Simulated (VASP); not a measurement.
Input of a VASP 6.6.1 run:

Contents of INCAR:

```
SYSTEM = CuI
PREC = Accurate ; ENCUT = 600
EDIFF = 1E-6 ; ISMEAR = 0
SIGMA = 0.03 ; LREAL = .False.
LASPH = .True. ; NELM = 80
ALGO = Normal ; ISIF = 3
LWAVE = .False. ; LCHARG = .False.
GGA = PE ; IBRION = 2
NSW = 90 ; EDIFFG = -0.01
```

KPOINTS

```
Automatic mesh
0
Gamma
  8 8 8
  0 0 0
```

File POSCAR:

```
CuI
1.0
    0.0000000000      3.0315000000      3.0315000000
    3.0315000000      0.0000000000      3.0315000000
    3.0315000000      3.0315000000      0.0000000000
Cu I
1 1
Direct
    0.2500000000      0.2500000000      0.2500000000
    0.0000000000      0.0000000000      0.0000000000
```

Potentials or basis: VASP PAW PBE potentials, release 64 (Cu, I).

Launch:

```bash
$ cat potpaw_PBE.64/Cu/POTCAR potpaw_PBE.64/I/POTCAR > POTCAR
$ mpirun -np 1 vasp_std > vasp.out
```

Estimate the space group after relaxing (to 0.05 Å).

F-43m (No. 216).

Predict the relaxed cell.

a = 4.299 Å, b = 4.299 Å, c = 4.299 Å, α = 60.00°, β = 60.00°, γ = 60.00°.

Final structure:
```yaml
crystal:
  lattice:
    - [0.00000, 3.03983, 3.03983]
    - [3.03983, 0.00000, 3.03983]
    - [3.03983, 3.03983, 0.00000]
  atoms:
    - { symbol: Cu, position: [0.25000, 0.25000, 0.25000] }
    - { symbol: I, position: [0.00000, 0.00000, 0.00000] }
```

 Zero-point motion and thermal expansion aren't in these numbers.
